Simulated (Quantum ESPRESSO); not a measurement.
WS2 (Tungstenite): zone-centre phonons and dielectric response under several settings

```xyz
6
Lattice="3.1800 0.0000 0.0000 -1.5900 2.7540 0.0000 0.0000 0.0000 12.5000" Properties=species:S:1:pos:R:3 pbc="T T T"
W     1.5900    0.9180    9.3750
W     0.0000    1.8360    3.1250
S     1.5900    0.9180    4.6875
S     0.0000    1.8360   10.9375
S     1.5900    0.9180    1.5625
S     0.0000    1.8360    7.8125
```

All runs used Quantum ESPRESSO 7.5; k mesh 8 × 8 × 2, shifted; relaxed cell; no spin polarisation; cutoff 762 eV; occupations smeared at first, fixed for the response.

```csv
level,potentials,volume (Å³/atom),lowest optical mode without the field (cm⁻¹),highest optical mode without the field (cm⁻¹),ε∞ (mean),ε0 (mean),Born charge of atom 1 (e),sum of the Born charges (e)
PBEsol,GBRV 1.5 PBEsol,18.11,20,437,10.83,10.9,-0.57,-0.01
LDA,GBRV 1.5 LDA,?,?,?,?,?,?,?
```

What stands in the row left open?

Volume 17.15 Å³/atom; lowest optical mode without the field 28 cm⁻¹; highest optical mode without the field 442 cm⁻¹; ε∞ 11.66; ε0 11.7; Born charge of atom 1 -0.67 e; sum of the Born charges 0.00 e.

Caveats: the layers were relaxed without a dispersion term, so their spacing and the soft interlayer modes are unreliable; this functional lacks dispersion, which binds the layers, so the pressure and a relaxed spacing across them are unreliable (some runs).

For the row left open. Caveat: the mesh is thin for the dielectric tensor, Born charges and intensities, which usually come out too large; the layers were relaxed without a dispersion term, so their spacing and the soft interlayer modes are unreliable.
